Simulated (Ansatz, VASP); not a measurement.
## One calculation of SrCl2, two programs

Contents of INCAR:

```
PREC = Accurate
ENCUT = 520
EDIFF = 1E-8
ISMEAR = -1
SIGMA = 0.02
LREAL = F
LASPH = T
NELM = 100
ALGO = Fast
ISIF = 2
LWAVE = F
LCHARG = F
GGA = PE
LEFG = T
NBANDS = 19
```

The input KPOINTS:

```
Automatic mesh
0
Gamma
  6 6 6
```

File POSCAR:

```
SrCl2
1.0
    0.0000000000      3.4997473228      3.4997473228
    3.4997473228      0.0000000000      3.4997473228
    3.4997473228      3.4997473228      0.0000000000
Sr Cl
1 2
Direct
    0.0000000000      0.0000000000      0.0000000000
    0.7500000000      0.7500000000      0.7500000000
    0.2500000000      0.2500000000      0.2500000000
```

Input for Ansatz:

```yaml
crystal:
  lattice:
    - [0.0, 3.4997473228, 3.4997473228]
    - [3.4997473228, 0.0, 3.4997473228]
    - [3.4997473228, 3.4997473228, 0.0]
  atoms:
    - { symbol: Sr, position: [0.0, 0.0, 0.0] }
    - { symbol: Cl, position: [0.75, 0.75, 0.75] }
    - { symbol: Cl, position: [0.25, 0.25, 0.25] }
kpoints:
  mp_grid: { grid: [6, 6, 6] }
  band_path:
    path:
      - [0.0, 0.0, 0.0]
      - [0.5, 0.0, 0.5]
      - [0.625, 0.25, 0.625]
      - [0.375, 0.375, 0.75]
      - [0.0, 0.0, 0.0]
      - [0.5, 0.5, 0.5]
      - [0.5, 0.25, 0.75]
      - [0.5, 0.0, 0.5]
    npoints: 8
scf:
  occupations: { method: fermi_dirac, width: 0.02 }
hamiltonian:
  xc: pbe
  pseudopotentials: { kind: all_electron, datasets: crystal }
output:
  forces: true
  stress: true
  eigenvalues: true
  efg: { contact_densities: true }
```

Alike in both runs: task electric field gradients; functional PBE; k mesh 6 × 6 × 6; occupations fermi-dirac, width 0.02 eV; no spin polarisation.

|  | VASP | Ansatz |
| --- | --- | --- |
| version | VASP 6.6.1 | Ansatz 0.2.0 |
| potentials or method | VASP PAW PBE potentials, release 64 (Sr_sv, Cl) | all-electron PAW with datasets made for the crystal, scalar-relativistic |
| plane-wave cutoff (eV) | 520 | see its input |

VASP gave:

```
gap on the k mesh at the Fermi level (eV)                      : 5.30
pressure (GPa)                                                 : 0.7
Vzz of the field gradient on the site that differs most (V/Å²) : 0.0
```

Task: What did Ansatz give for the same quantities?

Result: gap on the k mesh at the Fermi level (eV): 5.31; pressure (GPa): 0.6; Vzz of the field gradient on the site that differs most (V/Å²): 0.0.

Ansatz ran all-electron here, so the differences hold the error of VASP's frozen core and of both bases. Ansatz warned: «gradients_without_spin_orbit».

A k mesh can miss the band edges.
